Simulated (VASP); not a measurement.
# NaCl (strained rocksalt), PBE single-point calculation: VASP's output and Ansatz's

POSCAR

```
Na Cl
 1.0000000000000000
     0.0000000000000000    2.8867797900999999    2.8867797900999999
     2.8867797900999999    0.0000000000000000    2.8867797900999999
     2.8867797900999999    2.8867797900999999    0.0000000000000000
 Na  Cl
   1   1
Cartesian
  0.0000000000000000  0.0000000000000000  0.0000000000000000
  2.8867797900999999  2.8867797900999999  2.8867797900999999
```

VASP ran with the recommended PBE PAW datasets (14 valence electrons in the cell).

From OUTCAR

```
k-points           NKPTS =     29   k-points in BZ     NKDIM =     29   number of bands    NBANDS=     14

   NELECT =      14.0000    total number of electrons

   dimension x,y,z NGX =    30 NGY =   30 NGZ =   30
   dimension x,y,z NGXF=    60 NGYF=   60 NGZF=   60

  energy-cutoff  :      520.00
  volume of cell :       48.11
      direct lattice vectors                 reciprocal lattice vectors
     0.000000000  2.886779790  2.886779790    -0.173203374  0.173203374  0.173203374
     2.886779790  0.000000000  2.886779790     0.173203374 -0.173203374  0.173203374
     2.886779790  2.886779790  0.000000000     0.173203374  0.173203374 -0.173203374

 k-points in reciprocal lattice and weights: KPOINTS created by Atomic Simulation Env
   0.00000000  0.00000000  0.00000000       0.002
   0.12500000  0.00000000  0.00000000       0.016
   0.25000000  0.00000000  0.00000000       0.016
   0.37500000  0.00000000  0.00000000       0.016
   0.50000000  0.00000000  0.00000000       0.008
   0.12500000  0.12500000  0.00000000       0.012
   0.25000000  0.12500000  0.00000000       0.047
   0.37500000  0.12500000  0.00000000       0.047
   ...

 E-fermi :  -0.6121

 k-point     1 :       0.0000    0.0000    0.0000
  band No.  band energies     occupation
      1     -22.0809      2.00000
      2     -22.0809      2.00000
      3     -22.0809      2.00000
      4     -13.6286      2.00000
      5      -1.1173      2.00000
      6      -1.1173      2.00000
      7      -1.1173      2.00000
      8       3.7319      0.00000
      9       9.9220      0.00000
     10       9.9220      0.00000
     11       9.9220      0.00000
     12      11.9942      0.00000
     13      11.9942      0.00000
     14      13.4857      0.00000

 k-point     2 :       0.1250    0.0000    0.0000
  band No.  band energies     occupation
      1     -22.0839      2.00000
      2     -22.0811      2.00000
      3     -22.0811      2.00000
      4     -13.5905      2.00000
      5      -1.4470      2.00000
      6      -1.1523      2.00000
      7      -1.1523      2.00000
      8       4.1990      0.00000
      9       9.3706      0.00000
     10      10.0952      0.00000
     11      10.0952      0.00000
     12      11.7041      0.00000
     13      11.7041      0.00000
     14      14.2923      0.00000

 k-point     3 :       0.2500    0.0000    0.0000
  band No.  band energies     occupation
      1     -22.0913      2.00000
      2     -22.0817      2.00000
      3     -22.0817      2.00000
      4     -13.4961      2.00000
      5      -2.0993      2.00000
      6      -1.2342      2.00000
      7      -1.2342      2.00000
      8       5.1627      0.00000
      9       8.7231      0.00000
     10      10.1297      0.00000
     11      10.1297      0.00000
     12      11.8999      0.00000
     13      11.8999      0.00000
     14      13.9442      0.00000

 k-point     4 :       0.3750    0.0000    0.0000
  band No.  band energies     occupation
      1     -22.0986      2.00000
      2     -22.0823      2.00000
      3     -22.0823      2.00000
      4     -13.3983      2.00000
      5      -2.6374      2.00000
      6      -1.3129      2.00000
      7      -1.3129      2.00000
      8       5.8585      0.00000
      9       8.7159      0.00000
     10       9.8190      0.00000
     11       9.8190      0.00000
     12      13.1928      0.00000
     13      13.1928      0.00000
     14      13.4789      0.00000

 k-point     5 :       0.5000    0.0000    0.0000
  band No.  band energies     occupation
      1     -22.1016      2.00000
      2     -22.0825      2.00000
      3     -22.0825      2.00000
      4     -13.3569      2.00000
      5      -2.8394      2.00000
      6      -1.3446      2.00000
      7      -1.3446      2.00000
      8       6.0268      0.00000
      9       8.9460      0.00000
     10       9.6775      0.00000
     11       9.6775      0.00000
     12      13.4078      0.00000
     13      14.7501      0.00000
     14      14.7501      0.00000

 k-point     6 :       0.1250    0.1250    0.0000
  band No.  band energies     occupation
      1     -22.0838      2.00000
      2     -22.0817      2.00000
      3     -22.0817      2.00000
      4     -13.5787      2.00000
      5      -1.4660      2.00000
      6      -1.2030      2.00000
      7      -1.2030      2.00000
      8       4.3496      0.00000
      9       9.1299      0.00000
     10      10.2376      0.00000
     11      10.2376      0.00000
     12      10.9656      0.00000
     13      12.2000      0.00000
     14      14.8101      0.00000

 ...

  Total       -0.2729427     -0.2729427     -0.2729427     -0.0000000      0.0000000      0.0000000
  in kB       -9.0888940     -9.0888940     -9.0888940     -0.0000000      0.0000000      0.0000000
  external PRESSURE =      -9.0888940 kB  Pullay stress =       0.0000000 kB

 POSITION                                       TOTAL-FORCE (eV/Angst)
 -----------------------------------------------------------------------------------
      0.00000      0.00000      0.00000        -0.000000     -0.000000     -0.000000
      2.88678      2.88678      2.88678         0.000000      0.000000      0.000000
 -----------------------------------------------------------------------------------
    total drift:                                0.000000      0.000000      0.000000

  FREE ENERGIE OF THE ION-ELECTRON SYSTEM (eV)
  ---------------------------------------------------
  free  energy   TOTEN  =        -6.7726553180 eV

  energy  without entropy=       -6.7726553180  energy(sigma->0) =       -6.77265532
```

Datasets and cutoffs are each program's own. VASP's cell holds 14 valence electrons and Ansatz's 16. Ansatz's stress includes a Pulay correction; VASP's doesn't.

Problem. What does Ansatz give for the same cell and level of theory?

Solution. gap between bands v and c 4.85 eV; least direct gap 4.85 eV; pressure -0.9 GPa.

Ansatz printed

```
SCF 1 converged in 7 iterations: F = -2569.549575 eV  dr2 = 9.31e-9
  greatest PAW one-centre occupation: 0.999 electrons in one spin orbital (limit 2), on the Na atom at site 0 (counted from 0), in its partial waves of l = 0
NSCF: frozen V_eff on 6 k-points
SCF converged after 7 iterations
Free energy (F): -2569.549575 eV
Harris-Foulkes:  -2569.549575 eV  (|F-HF|=7.00e-9)
Internal energy: -2569.549575 eV  (E = F + TS)
E sigma→0 (E₀):  -2569.549575 eV
Fermi energy:    3.038853 eV
--- Per-component energies (eV) ---
  E_band       = -243.222546
  E_kinetic    = 282.406365
  E_local      = -1563.879214  (includes V_loc(G=0)·N_el)
  E_nonlocal   = 143.453521
  E_hartree    = 552.298025
  E_xc         = -146.800354
  E_vxc        = -172.987090  (∫ρ·V_xc dr)
  E_paw        = -922.530339  (= ΣΔE_a)
  E_vpaw       = -36.813948  (= ΣTr[D̂ρ^β])
  E_aug_tail   = 0.000056  (compensation charges beyond the density's cutoff)
  E_ewald      = -914.497635
  E_smearing   = -0.000000  (= −TS)
  E_closure    = -0.000000  (closes the sum)
  Σ components = -2569.549575   (vs F -2569.549575, Δ=0.00e0)
--- Forces (eV/Å), atoms counted from 1 ---
  atom   1  Na    -0.00000000     0.00000000     0.00000000
  atom   2  Cl     0.00000000    -0.00000000     0.00000000
  max |Σ_I F_I| component: 6.33e-30 eV/Å
--- Stress (GPa, compression-positive) ---
       -0.874723       0.000000      -0.000000
        0.000000      -0.874723      -0.000000
       -0.000000       0.000000      -0.874723
  P = ⅓ Tr σ = -0.8747 GPa (-8.747 kbar)
--- Band table (eV; the first three rows and the last of 29) ---
  k-point 0: bands = ["-48.4590", "-20.3684", "-20.3684", "-20.3684", "-11.9145", "0.5952", "0.5952", "0.5952", "5.4444", "11.5550", "11.5550", "11.5550"]
  k-point 1: bands = ["-48.4590", "-20.3714", "-20.3686", "-20.3686", "-11.8766", "0.2659", "0.5604", "0.5604", "5.9113", "11.0253", "11.7260", "11.7260"]
  k-point 2: bands = ["-48.4588", "-20.3788", "-20.3692", "-20.3692", "-11.7829", "-0.3858", "0.4787", "0.4787", "6.8732", "10.4003", "11.7593", "11.7593"]
  k-point 28: bands = ["-48.4584", "-20.3787", "-20.3787", "-20.3757", "-11.5892", "-0.4582", "-0.4582", "-0.0700", "9.1032", "10.0795", "10.0795", "11.5599"]
```
